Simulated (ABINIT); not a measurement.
# BaO (Fm-3m): G0W0 in ABINIT against the screening cutoff in the self-energy, part 2 of 2

How does the gap of BaO (Fm-3m) converge in the screening cutoff in the self-energy?

ABINIT 10.8.3; LDA and many-body steps on it, plane waves. Known limits of the many-body steps: not at the basis limit; no spin-orbit coupling; coarse k mesh.

So far. Step 2 (Screening, 4×4×4 mesh, 102 bands, screening to 176.9 eV): Local fields lower ε∞ by 10 %. On a Γ-centred mesh this coarse the value itself is usually too large, while a short band sum pulls it down. Step 5 (2.3 Ha): The gap on the mesh goes from 1.80 eV to 3.21 eV, a correction of +1.41 eV.

The database entry behind the starting cell differs from later determinations by our own check (about 0.7 % short), so it need not match the best structure at ambient conditions.

### 6. 3.2 Ha

Level of this step: G0W0 on LDA, plane waves, norm-conserving pseudopotentials (ABINIT).

Contents of run.abi:

```
acell 3*1.0 Angstrom
rprim 
  -0.000000000000 2.750000000000 2.750000000000
  2.750000000000 -0.000000000000 2.750000000000
  2.750000000000 2.750000000000 -0.000000000000
ntypat 2
znucl 56 8
natom 2
typat 1 2
xred 
  0.000000000000 0.000000000000 0.000000000000
  0.500000000000 0.500000000000 0.500000000000
pp_dirpath "pseudos"
pseudos "Ba.upf, O.upf"
ecut 36
ngkpt 4 4 4
nshiftk 1
shiftk 0 0 0
kptopt 1
chksymbreak 0
istwfk *1
occopt 1
irdwfk 1
optdriver 4
nband 102
gwcalctyp 0
ecutsigx 36
symsigma 1
nkptgw 2
kptgw 
  0.5000000000 0.5000000000 0.0000000000
  0.0000000000 0.0000000000 0.0000000000
bdgw 
  6 10
  6 12
ecuteps 3.2
irdscr 1
ppmodel 1
indata_prefix "in"
outdata_prefix "out"
tmpdata_prefix "tmp"
```

Command:

```console
OMP_NUM_THREADS=1 mpirun -n 4 abinit run.abi > log
```

What it wrote:

```text
.Version 10.8.3 of ABINIT. v10.8.2 released Aug 2026.

 Symmetries : space group Fm -3 m (#225); Bravais cF (face-center cubic)
[... echo of the input left out ...]
== DATASET  1 ==================================================================
-   mpi_nproc: 4, omp_nthreads: 1 (-1 if OMP is not activated)

--- !DatasetInfo
iteration_state: {dtset: 1, }
dimensions: {natom: 2, nkpt: 8, mband: 102, nsppol: 1, nspinor: 1, nspden: 1, mpw: 2914, }
cutoff_energies: {ecut:  36.0, pawecutdg:  -1.0, }
[...]
Band     E0 <VxcDFT>   SigX SigC(E0)      Z dSigC/dE  Sig(E)    E-E0       E
[...]
11  10.087 -10.115  -4.929  -4.026   0.841  -0.190  -9.139   0.976  11.062
       12  10.087 -10.115  -4.929  -4.026   0.841  -0.190  -9.139   0.976  11.062

== END DATASET(S) ==============================================================
================================================================================

 -outvars: echo values of variables after computation  --------
           etotal      0.0000000000E+00
            nband         102
             nkpt           8
          spgroup         225
 [... the other variables as echoed above ...]

 Calculation completed.
```

It took 3.1 s on 4 MPI ranks of Arm Neoverse V2, shared host; peak memory 0.43 GiB; 12 s of CPU time.

Numbers from this step:

* G0W0 gap on the points computed: 3.206 eV
* starting gap on the mesh: 1.801 eV
* k of the valence top: 0.5, 0.5, 0
* k of the conduction bottom: 0.5, 0.5, 0
* least direct G0W0 gap on the computed points: 3.206 eV

Against the run before, the gap moves by −0.004 eV.

### 7. 4.9 Ha

run.abi, as its differences from that of step 6:

```diff
@@ -35,3 +35,3 @@
   6 12
-ecuteps 3.2
+ecuteps 4.9
 irdscr 1
```

What it wrote:

```text
.Version 10.8.3 of ABINIT. v10.8.2 released Aug 2026.

 Symmetries : space group Fm -3 m (#225); Bravais cF (face-center cubic)
[... echo of the input left out ...]
== DATASET  1 ==================================================================
-   mpi_nproc: 4, omp_nthreads: 1 (-1 if OMP is not activated)

--- !DatasetInfo
iteration_state: {dtset: 1, }
dimensions: {natom: 2, nkpt: 8, mband: 102, nsppol: 1, nspinor: 1, nspden: 1, mpw: 2914, }
cutoff_energies: {ecut:  36.0, pawecutdg:  -1.0, }
[...]
Band     E0 <VxcDFT>   SigX SigC(E0)      Z dSigC/dE  Sig(E)    E-E0       E
[...]
11  10.087 -10.115  -4.929  -4.033   0.840  -0.191  -9.147   0.968  11.055
       12  10.087 -10.115  -4.929  -4.033   0.840  -0.191  -9.147   0.968  11.055

== END DATASET(S) ==============================================================
================================================================================

 -outvars: echo values of variables after computation  --------
           etotal      0.0000000000E+00
            nband         102
             nkpt           8
          spgroup         225
 [... the other variables as echoed above ...]

 Calculation completed.
```

It took 5 s on 4 MPI ranks; peak memory 0.58 GiB.

This step gave:

```
G0W0 gap on the points computed              : 3.185 eV
starting gap on the mesh                     : 1.801 eV
k of the valence top                         : 0.5, 0.5, 0
k of the conduction bottom                   : 0.5, 0.5, 0
least direct G0W0 gap on the computed points : 3.185 eV
```

Against the run before, the gap moves by −0.021 eV.

### 8. 6.5 Ha

run.abi, as its differences from that of step 7:

```diff
@@ -35,3 +35,3 @@
   6 12
-ecuteps 4.9
+ecuteps 6.5
 irdscr 1
```

What it wrote:

```text
.Version 10.8.3 of ABINIT. v10.8.2 released Aug 2026.

 Symmetries : space group Fm -3 m (#225); Bravais cF (face-center cubic)
[... echo of the input left out ...]
== DATASET  1 ==================================================================
-   mpi_nproc: 4, omp_nthreads: 1 (-1 if OMP is not activated)

--- !DatasetInfo
iteration_state: {dtset: 1, }
dimensions: {natom: 2, nkpt: 8, mband: 102, nsppol: 1, nspinor: 1, nspden: 1, mpw: 2914, }
cutoff_energies: {ecut:  36.0, pawecutdg:  -1.0, }
[...]
Band     E0 <VxcDFT>   SigX SigC(E0)      Z dSigC/dE  Sig(E)    E-E0       E
[...]
11  10.087 -10.115  -4.929  -4.039   0.839  -0.191  -9.151   0.963  11.050
       12  10.087 -10.115  -4.929  -4.039   0.839  -0.191  -9.151   0.963  11.050

== END DATASET(S) ==============================================================
================================================================================

 -outvars: echo values of variables after computation  --------
           etotal      0.0000000000E+00
            nband         102
             nkpt           8
          spgroup         225
 [... the other variables as echoed above ...]

 Calculation completed.
```

Elapsed: 9.1 s, on 4 MPI ranks; peak memory 0.84 GiB.

This step gave:

```
G0W0 gap on the points computed              : 3.174 eV
starting gap on the mesh                     : 1.801 eV
k of the valence top                         : 0.5, 0.5, 0
k of the conduction bottom                   : 0.5, 0.5, 0
least direct G0W0 gap on the computed points : 3.174 eV
```

Against the run before, the gap moves by −0.011 eV.

### 9. Side by side

Times are wall times on 4 MPI ranks of Arm Neoverse V2, shared host, good to a factor of about two. A run's time includes the screening step that it read.

```
   run   mesh  bands  screening cutoff (eV)  DFT gap (eV)  gap on the mesh (eV)  direct (eV)  ε∞ used  time
0.7 Ha  4×4×4    102                     19         1.801                 4.238        4.238     4.34  19 s
1.3 Ha  4×4×4    102                   35.4         1.801                 3.699        3.699     4.34  19 s
2.3 Ha  4×4×4    102                   62.6         1.801                 3.210        3.210     4.34  19 s
3.2 Ha  4×4×4    102                   87.1         1.801                 3.206        3.206     4.34  19 s
4.9 Ha  4×4×4    102                  133.3         1.801                 3.185        3.185     4.34  21 s
6.5 Ha  4×4×4    102                  176.9         1.801                 3.174        3.174     4.34  25 s
```

### 10. Outcome

| Quantity | Value |
| --- | --- |
| 0.7 Ha | 4.238 eV |
| 1.3 Ha | 3.699 eV |
| 2.3 Ha | 3.210 eV |
| 3.2 Ha | 3.206 eV |
| 4.9 Ha | 3.185 eV |
| 6.5 Ha | 3.174 eV |
| known limits | not at the basis limit; no spin-orbit coupling; coarse k mesh |

What this shows: The setting moved: screening cutoff in the self-energy. From 0.7 Ha to 6.5 Ha the gap moves by −1.06 eV. The last step still moves it by −0.011 eV. Bands and screening cutoff are coupled, so a series along one setting does not show full convergence. Bands and cutoff are finite, so the gap is not at the basis limit. The miss can reach some tenths of an eV and take either sign; the mesh is an error of its own. In the G0W0 runs levels were corrected at 2 k points alone, so a gap called «on the mesh» is the least over those, and an edge elsewhere would be missed. The 4×4×4 mesh is coarse for this cell, which bears on the long-range parts of exchange and screening. The many-body steps are scalar-relativistic: spin-orbit coupling is not in them.

[Paths, hosts, dates, memory and timing lines, banners, echoed tables and standing remarks are left out of the program output.]

[Logs are printed without paths, hosts, clocks, repeated set-up lines and the standing remarks that a program may print on its own settings, such as how far it seeks lower states.]

[Runs of the session that timed out or met a known fault of the program may be left out.]

[Hosts, paths, dates, database ids (printed as entryN), source tags and the programs' standing remarks are cut or masked in the printed files.]

[G0W0 gaps are taken among the corrected bands and points alone; a level outside them can change the order at an edge.]

[Where Ansatz stands beside ABINIT at settings called matched, ABINIT's density can come from a denser mesh and the files from another edition; pairs whose starting gaps differed by over 0.03 eV were left out, so agreement reads better than it is.]
